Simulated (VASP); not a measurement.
# Bi (R-3m) in VASP: a series of runs

The runs below take Bi through relaxation of cell and atoms, with LDA, r2SCAN.

Everything below comes from runs of VASP 6.6.1. Logs are shortened: lines on timing, memory, paths and dates and some standing lists are left out, and cuts for length are marked.

## Step 1: The structure

Symmetry: R-3m, No. 166, trigonal system. The conventional cell has a = 4.498 Å, b = 4.498 Å, c = 11.500 Å, α = 90.00°, β = 90.00°, γ = 120.00°. Bi (site symmetry 3m) is surrounded by 6 Bi at 3.06 to 3.41 Å.

## Step 2: Relaxation of cell and atoms, LDA

INCAR

```
  PREC = Accurate
  ENCUT = 600
  EDIFF = 1E-7
  ISMEAR = 1
  SIGMA = 0.1
  LREAL = F
  LASPH = T
  NELM = 80
  ALGO = Normal
  ISIF = 3
  LWAVE = F
  LCHARG = F
  GGA = CA
  IBRION = 2
  NSW = 90
  EDIFFG = -0.005
  KPAR = 2
```

KPOINTS

```
regular mesh
0
Gamma
  10 10 10
```

POSCAR

```
Bi                                      
1.0
    2.2490158659      1.2984699156      3.8334022695
   -2.2490158659      1.2984699156      3.8334022695
    0.0000000000     -2.5969398313      3.8334022695
  Bi            
     2
Direct
     0.2370939074120094    0.2370939074120094    0.2370939074120094
     0.7629060925879907    0.7629060925879907    0.7629060925879907
```

Potentials or basis: VASP PAW LDA potentials, release 64 (Bi_d).

Run with:

```
> cat potpaw_LDA.64/Bi_d/POTCAR > POTCAR
> mpirun -np 2 vasp_std > vasp.out
```

OUTCAR:

```text
PREC = Accurate
   ENCUT = 600
   EDIFF = 1E-7
   ISMEAR = 1
   LREAL = F
   LASPH = T
   NELM = 80
   ISIF = 3
   GGA = CA
   IBRION = 2
   NSW = 90
   EDIFFG = -0.005

 ion  position               nearest neighbor table
   1  0.237  0.237  0.237-   2 3.06   2 3.06   2 3.06   2 3.41   2 3.41   2 3.41
   2  0.763  0.763  0.763-   1 3.06   1 3.06   1 3.06   1 3.41   1 3.41   1 3.41

  LATTYP: Found a trigonal (rhomboedric) cell.
 ALAT       =     4.6302342756
 COS(alpha) =     0.5281444115

  Lattice vectors:

 A1 = (   2.2490158659,   1.2984699156,   3.8334022695)
 A2 = (  -2.2490158659,   1.2984699156,   3.8334022695)
 A3 = (   0.0000000000,  -2.5969398313,   3.8334022695)

Analysis of symmetry for initial positions (statically):
=====================================================================
 Subroutine PRICEL returns:
 Original cell was already a primitive cell.

 Routine SETGRP: Setting up the symmetry group for a
 trigonal (rhombohedral) supercell.

 Subroutine GETGRP returns: Found 12 space group operations
 (whereof 12 operations were pure point group operations)
 out of a pool of 12 trial point group operations.

The static configuration has the point symmetry D_3d.

Analysis of symmetry for dynamics (positions and initial velocities):
=====================================================================
 Subroutine PRICEL returns:
 Original cell was already a primitive cell.

 Routine SETGRP: Setting up the symmetry group for a
 trigonal (rhombohedral) supercell.

 Subroutine GETGRP returns: Found 12 space group operations
 (whereof 12 operations were pure point group operations)
 out of a pool of 12 trial point group operations.

The dynamic configuration has the point symmetry D_3d.

 Subroutine INISYM returns: Found 12 space group operations
 (whereof 12 operations are pure point group operations),
 and found     1 'primitive' translations

----------------------------------------------------------------------------------------

                                     Primitive cell

  volume of cell :      67.1676

  direct lattice vectors                    reciprocal lattice vectors
     2.249015866  1.298469916  3.833402270     0.222319463  0.128356202  0.086954958
    -2.249015866  1.298469916  3.833402270    -0.222319463  0.128356202  0.086954958
     0.000000000 -2.596939831  3.833402270     0.000000000 -0.256712404  0.086954958

  length of vectors
     4.630234276  4.630234276  4.630234276     0.271039523  0.271039523  0.271039523

  position of ions in fractional coordinates (direct lattice)
     0.237093907  0.237093907  0.237093907
     0.762906093  0.762906093  0.762906093

  ion indices of the primitive-cell ions
   primitive index   ion index
                 1           1
                 2           2

----------------------------------------------------------------------------------------

 KPOINTS: regular mesh

Automatic generation of k-mesh.
 Grid dimensions read from file:
 generate k-points for:   10   10   10

 Generating k-lattice:

  Cartesian coordinates                     Fractional coordinates (reciprocal lattice)
     0.022231946  0.012835620  0.008695496     0.100000000  0.000000000  0.000000000
    -0.022231946  0.012835620  0.008695496     0.000000000  0.100000000  0.000000000
     0.000000000 -0.025671240  0.008695496     0.000000000  0.000000000  0.100000000

  Length of vectors
     0.027103952  0.027103952  0.027103952

  Shift w.r.t. Gamma in fractional coordinates (k-lattice)
     0.000000000  0.000000000  0.000000000

 Subroutine IBZKPT returns following result:
 ===========================================

 Found    116 irreducible k-points:

 Following reciprocal coordinates:
            Coordinates               Weight
  0.000000  0.000000  0.000000      1.000000
  0.100000  0.000000  0.000000      6.000000
  0.200000  0.000000  0.000000      6.000000
  0.300000 -0.000000 -0.000000      6.000000
  0.400000  0.000000  0.000000      6.000000
  0.500000  0.000000  0.000000      3.000000
[... 16 lines left out ...]
  0.300000  0.300000 -0.000000      6.000000
  0.400000  0.300000  0.000000     12.000000
 [... further k-points ...]
   k-points           NKPTS =    116   k-points in BZ     NKDIM =    116   number of bands    NBANDS=     19
   number of dos      NEDOS =    301   number of ions     NIONS =      2
   total plane-waves  NPLWV =  64000
   dimension x,y,z NGX =    40 NGY =   40 NGZ =   40
   dimension x,y,z NGXF=    80 NGYF=   80 NGZF=   80
   ions per type =               2
   NGX,Y,Z   is equivalent  to a cutoff of  14.36, 14.36, 14.36 a.u.
   NGXF,Y,Z  is equivalent  to a cutoff of  28.72, 28.72, 28.72 a.u.
 SYSTEM =  unknown system
   PREC   = accura    normal or accurate (medium, high low for compatibility)
   ISTART =      0    job   : 0-new  1-cont  2-samecut
   ICHARG =      2    charge: 1-file 2-atom 10-const
   ISPIN  =      1    spin polarized calculation?
   LNONCOLLINEAR =      F non collinear calculations
   LSORBIT =      F    spin-orbit coupling
   LASPH  =      T    aspherical Exc in radial PAW
   ENCUT  =  600.0 eV  44.10 Ry    6.64 a.u.   9.25  9.25  9.25*2*pi/ulx,y,z
   NELM   =     80;   NELMIN=  2; NELMDL= -5     # of ELM steps
   EDIFF  = 0.1E-06   stopping-criterion for ELM
   LREAL  =      F    real-space projection
   EDIFFG = -.5E-02   stopping-criterion for IOM
   NSW    =     90    number of steps for IOM
   IBRION =      2    ionic relax: 0-MD 1-quasi-New 2-CG
   NFREE  =      1    steps in history (QN), initial steepest desc. (CG)
   ISIF   =      3    stress and relaxation
   ISYM   =      2    0-nonsym 1-usesym 2-fastsym
   POTIM  = 0.5000    time-step for ionic-motion
   TEBEG  =    0.0;   TEEND  =   0.0 temperature during run
   PSTRESS=    0.0 pullay stress
   NELECT =      30.0000    total number of electrons
   NUPDOWN=      -1.0000    fix difference up-down
   EMIN   =  10.00;   EMAX   =-10.00  energy-range for DOS
   EFERMI =   0.00;   METHOD = LEGACY
   ISMEAR =     1;   SIGMA  =   0.10  broadening in eV -4-tet -1-fermi 0-gaus
   EFERMI_NEDOS =   21; number of points for ismear=-14 and -15
   IALGO  =     38    algorithm
   IMIX   =      4    mixing-type and parameters
     AMIX     =   0.40;   BMIX     =  1.00
     AMIX_MAG =   1.60;   BMIX_MAG =  1.00
  volume/ion in A,a.u.               =      33.58       226.63
  Fermi-wavevector in a.u.,A,eV,Ry     =   1.251397  2.364798 21.306660  1.565995
  Thomas-Fermi vector in A             =   2.385347
   LORBIT       =      0    0 simple, 1 ext, 2 COOP (PROOUT), +10 PAW based schemes
   GGA     = CA    functional components
   LHFCALC =     F    Hartree Fock is set to
   AEXX    =    0.0000 exact exchange contribution
   IVDW    =     0    specifies the selected vdW correction
   LEPSILON=     F    determine dielectric tensor
   LRPA    =     F    only Hartree local field effects (RPA)
 conjugate gradient relaxation of ions
 non-spin polarized calculation
 Methfessel and Paxton  Order N= 1 SIGMA  =   0.10
  energy-cutoff  :      600.00
  volume of cell :       67.17
 maximum number of plane-waves:      2272
 NGX is ok and might be reduce to    40
   NGX = 19   NGY = 19   NGZ = 19

--------------------------------------- Ionic step        1  -------------------------------------------

 number of electron      29.9999997 magnetization

 Free energy of the ion-electron system (eV)
  ---------------------------------------------------
  ext. energy  EPLUGINS =         0.00000000
  ---------------------------------------------------
  free energy    TOTEN  =        -9.12941562 eV

  energy without entropy =       -9.12960118  energy(sigma->0) =       -9.12947748

------------------------ aborting loop because EDIFF is reached ----------------------------------------

  FORCE on cell =-STRESS in cart. coord.  units (eV):
  Direction    XX          YY          ZZ          XY          YZ          ZX
  --------------------------------------------------------------------------------------
  -------------------------------------------------------------------------------------
  Total        0.0097829      0.0097829     -0.0105707      0.0000000      0.0000000     -0.0000000
  in kB        0.2333561      0.2333561     -0.2521477      0.0000000      0.0000000     -0.0000000
  external PRESSURE =       0.0715215 kB  Pullay stress =       0.0000000 kB

 VOLUME and BASIS-vectors are now :
 -----------------------------------------------------------------------------
  energy-cutoff  :      600.00
  volume of cell :       67.17
      direct lattice vectors                 reciprocal lattice vectors
     2.249015866  1.298469916  3.833402270     0.222319463  0.128356202  0.086954958
    -2.249015866  1.298469916  3.833402270    -0.222319463  0.128356202  0.086954958
     0.000000000 -2.596939831  3.833402270     0.000000000 -0.256712404  0.086954958
[... 217 lines left out ...]
 POSITION                                       TOTAL-FORCE (eV/Angst)
 -----------------------------------------------------------------------------------
     -0.00000     -0.00000      2.72220         0.000000      0.000000     -0.000752
     -0.00000     -0.00000      8.75068        -0.000000     -0.000000      0.000752
 -----------------------------------------------------------------------------------
    total drift:                                0.000000      0.000000     -0.000000

  FREE ENERGIE OF THE ION-ELECTRON SYSTEM (eV)
  ---------------------------------------------------
  free  energy   TOTEN  =        -9.1294328027 eV

  energy  without entropy=       -9.1296202291  energy(sigma->0) =       -9.12949528

--------------------------------------- Ionic step        8  -------------------------------------------

 number of electron      29.9999997 magnetization

 Free energy of the ion-electron system (eV)
  ---------------------------------------------------
  ext. energy  EPLUGINS =         0.00000000
  ---------------------------------------------------
  free energy    TOTEN  =        -9.12943739 eV

  energy without entropy =       -9.12962410  energy(sigma->0) =       -9.12949962

 E-fermi :   6.5569     XC(G=0): -10.0248

 val. band max:        6.5353052622   @ k =  -0.4000   0.5000   0.4000
 cond. band min:       6.6849289374   @ k =   0.4000   0.1000   0.1000
 fundamental gap:      0.1496236752
 Fermi energy:         6.5569378257

 k-point     1 :       0.0000    0.0000    0.0000
  band No.  band energies     occupation
      1     -16.3193      2.00000
      2     -16.3193      2.00000
      3     -16.1484      2.00000
      4     -16.1484      2.00000
      5     -16.1368      2.00000
      6     -15.9403      2.00000
[... 11 lines left out ...]
     18       9.7110      0.00000
     19      12.1890      0.00000
[... 485 lines left out ...]
 k-point    24 :       0.4000    0.3000    0.0000
  band No.  band energies     occupation
      1     -16.2977      2.00000
      2     -16.1508      2.00000
      3     -16.1424      2.00000
      4     -16.0680      2.00000
      5     -16.0543      2.00000
      6     -16.0189      2.00000
[... 11 lines left out ...]
     18      10.9665      0.00000
     19      11.3830      0.00000

 [... further k-points ...]

------------------------ aborting loop because EDIFF is reached ----------------------------------------

  FORCE on cell =-STRESS in cart. coord.  units (eV):
  Direction    XX          YY          ZZ          XY          YZ          ZX
  --------------------------------------------------------------------------------------
  -------------------------------------------------------------------------------------
  Total       -0.0022873     -0.0022873      0.0043181      0.0000000     -0.0000000     -0.0000000
  in kB       -0.0545784     -0.0545784      0.1030366      0.0000000     -0.0000000     -0.0000000
  external PRESSURE =      -0.0020401 kB  Pullay stress =       0.0000000 kB

 VOLUME and BASIS-vectors are now :
 -----------------------------------------------------------------------------
  energy-cutoff  :      600.00
  volume of cell :       67.14
      direct lattice vectors                 reciprocal lattice vectors
     2.250580775  1.299373416  3.826776007     0.222164877  0.128266951  0.087105525
    -2.250580775  1.299373416  3.826776007    -0.222164877  0.128266951  0.087105525
    -0.000000000 -2.598746832  3.826776007     0.000000000 -0.256533903  0.087105525

 POSITION                                       TOTAL-FORCE (eV/Angst)
 -----------------------------------------------------------------------------------
     -0.00000     -0.00000      2.72348        -0.000000     -0.000000      0.000405
     -0.00000     -0.00000      8.75685         0.000000      0.000000     -0.000405
 -----------------------------------------------------------------------------------
    total drift:                                0.000000      0.000000     -0.000000

  FREE ENERGIE OF THE ION-ELECTRON SYSTEM (eV)
  ---------------------------------------------------
  free  energy   TOTEN  =        -9.1294373870 eV

  energy  without entropy=       -9.1296240955  energy(sigma->0) =       -9.12949962

 reached required accuracy - stopping structural energy minimisation
```

Wall time 3.7 min (2 MPI ranks of AMD EPYC 9R45 (Zen 5), shared host); peak memory 0.26 GiB.

Results:

| Quantity | Value |
| --- | --- |
| Free energy | -9.1294 eV |
| Relaxed volume | 33.57 Å³/atom |
| Relaxed cell | a = 4.626 Å, b = 4.626 Å, c = 4.626 Å, α = 58.23°, β = 58.23°, γ = 58.23° |
| Space group after relaxing (to 0.05 Å) | R-3m (No. 166) |
| Energy gained by relaxing | 0.0 meV/atom |
| Ionic steps | 8 |
| Pressure after relaxing | 0.0 GPa |
| Band gap on the k mesh | none (metal or under the smearing width) |

Final structure:
```
Bi
1.0
     2.25058    1.29937    3.82678
    -2.25058    1.29937    3.82678
     0.00000   -2.59875    3.82678
Bi
2
Cartesian
  0.0000 0.0000 2.7235
  0.0000 0.0000 8.7569
```

Levels at points of the mesh, in eV from the Fermi level:
```csv
k point,band 13,band 14,band 15,band 16,band 17,band 18
"(0.00, 0.00, 0.00)",-1.45,-1.25,-1.25,2.85,3.15,3.15
"(0.50, 0.00, 0.00)",-1.04,-0.97,-0.22,-0.17,0.44,0.81
"(0.50, 0.50, 0.00)",-4.94,-3.14,-3.05,2.50,5.22,5.53
"(0.50, 0.50, 0.50)",-0.78,-0.50,-0.50,0.52,0.52,0.63
```

Caveat: spin-orbit coupling is left out, which moves the levels of the heavy elements.

## Step 3: Relaxation of cell and atoms, r2SCAN

This run uses another cell than the first one, of 35.07 Å³/atom, 1.044 times its volume.

INCAR

```
SYSTEM = Bi
ALGO = Normal ; EDIFF = 1E-6
EDIFFG = -0.01 ; ENCUT = 600
IBRION = 2 ; ISIF = 3
ISMEAR = 1 ; LASPH = .TRUE.
LCHARG = .FALSE. ; LMIXTAU = .TRUE.
LREAL = .FALSE. ; LWAVE = .FALSE.
METAGGA = R2SCAN ; NELM = 80
NSW = 90 ; PREC = Accurate
SIGMA = 0.1
```

KPOINTS

```
k-points
0
G
  10 10 10
  0 0 0
```

POSCAR

```
Bi
1.0
    2.2675000000      1.3091417354      3.9380000000
   -2.2675000000      1.3091417354      3.9380000000
    0.0000000000     -2.6182834708      3.9380000000
Bi
2
Direct
    0.2340000000      0.2340000000      0.2340000000
    0.7660000000      0.7660000000      0.7660000000
```

Potentials or basis: VASP PAW PBE potentials, release 64 (Bi_d).

Run with:

```
> cat potpaw_PBE.64/Bi_d/POTCAR > POTCAR
> mpirun -np 1 vasp_std > vasp.out
```

It took 62 min on 1 thread of Intel Xeon Platinum 8488C (Sapphire Rapids), shared host; peak memory 0.37 GiB.

Results (log left out):

```yaml
Free_energy: -117.0048 eV
Relaxed_volume: 36.67 Å³/atom
Relaxed_cell: a = 4.877 Å, b = 4.877 Å, c = 4.877 Å, α = 55.44°, β = 55.44°, γ = 55.44°
Space_group_after_relaxing_to_0.05_Å: R-3m (No. 166)
Energy_gained_by_relaxing: 6.7 meV/atom
Ionic_steps: 10
Pressure_after_relaxing: 0.0 GPa
Largest_force_after_relaxing: 0.006 eV/Å
Band_gap_on_the_k_mesh: none (metal or under the smearing width)
```

Forces in eV/Å, atoms in the order of the input:
```
Bi   0.000  0.000  0.006
Bi   0.000  0.000 -0.006
```

Step by step:
| step | energy change (eV) | largest force (eV/Å) | pressure (GPa) | volume (Å³) |
| --- | --- | --- | --- | --- |
| 1 | 0.0000 | 0.0431 | 1.27 | 70.14 |
| 2 | -0.0054 | 0.1656 | -0.65 | 73.00 |
| 3 | -0.0075 | 0.0955 | 0.00 | 72.00 |
| 4 | -0.0075 | 0.1005 | 0.00 | 72.04 |
| 5 | -0.0092 | 0.0831 | -0.06 | 72.23 |
| 6 | -0.0126 | 0.0351 | -0.02 | 72.79 |
| 7 | -0.0117 | 0.0812 | 0.14 | 73.89 |
| 8 | -0.0135 | 0.0137 | 0.04 | 73.26 |
| 9 | -0.0134 | 0.0137 | -0.11 | 73.48 |
| 10 | -0.0135 | 0.0062 | -0.01 | 73.33 |

Final structure:
```cif
data_structure
_symmetry_space_group_name_H-M 'P 1'
_symmetry_Int_Tables_number 1
_cell_length_a 4.8769
_cell_length_b 4.8769
_cell_length_c 4.8769
_cell_angle_alpha 55.439
_cell_angle_beta 55.439
_cell_angle_gamma 55.439
_cell_volume 73.33
loop_
_atom_site_label
_atom_site_type_symbol
_atom_site_fract_x
_atom_site_fract_y
_atom_site_fract_z
_atom_site_occupancy
Bi1 Bi 0.23174 0.23174 0.23174 1
Bi2 Bi 0.76826 0.76826 0.76826 1
```

Levels at points of the mesh, in eV from the Fermi level:
| k point | band 12 | band 13 | band 14 | band 15 | band 16 | band 17 | band 18 | band 19 |
| --- | --- | --- | --- | --- | --- | --- | --- | --- |
| (0.00, 0.00, 0.00) | -7.84 | -1.76 | -1.26 | -1.26 | 2.31 | 2.89 | 2.89 | 6.10 |
| (0.50, 0.00, 0.00) | -10.82 | -1.79 | -1.48 | -0.40 | -0.12 | 0.63 | 1.29 | 7.58 |
| (0.50, 0.50, 0.00) | -9.89 | -4.69 | -3.14 | -2.92 | 2.49 | 4.84 | 5.67 | 6.60 |
| (0.50, 0.50, 0.50) | -10.11 | -0.81 | -0.72 | -0.72 | 0.93 | 0.93 | 0.95 | 7.09 |

Caveat: the PAW data sets were made with another functional, which shifts forces and pressure a little; spin-orbit coupling is left out, which moves the levels of the heavy elements.

(Part 1 of 2 ends here.)
